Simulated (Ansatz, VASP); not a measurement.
One calculation of TaSi7, two programs

```
Ta Si
1.0
     0.00000    4.76825    4.76825
     4.76825    0.00000    4.76825
     4.76825    4.76825    0.00000
Ta Si
1 7
Direct
  0.00000 0.00000 0.00000
  0.74162 0.25838 0.25838
  0.25838 0.74162 0.74162
  0.25838 0.74162 0.25838
  0.74162 0.25838 0.74162
  0.25838 0.25838 0.74162
  0.74162 0.74162 0.25838
  0.50000 0.50000 0.50000
```

Alike in both runs: functional PBE; k mesh 8 × 8 × 8; occupations gaussian, width 0.1 eV; no spin polarisation.

Ansatz relaxed the structure, and its values are those at the end. VASP's run is a single point on that final structure, the one shown.

```csv
,VASP,Ansatz
version,VASP 6.6.1,Ansatz 0.2.0
potentials or method,"VASP PAW PBE potentials, release 64 (Ta_pv, Si)","scalar-relativistic, plane waves, PAW"
plane-wave cutoff (eV),520,420
valence electrons in the cell,39,41
```

VASP gave:

```
gap on the k mesh at the Fermi level (eV) : none
pressure (GPa)                            : 0.0
rms of the force components (eV/Å)        : 0.009
```

What did Ansatz give for the same quantities?

gap on the k mesh at the Fermi level (eV): none; pressure (GPa): 0.0; rms of the force components (eV/Å): 0.000.

A gap of «none» marks a metal or a gap that the smearing closes. The functional is the same, so the differences come from potentials, cutoffs and numerics. The two sets of potentials don't hold the same shells in valence.

Spin-orbit coupling is left out, which matters for the levels of Ta.
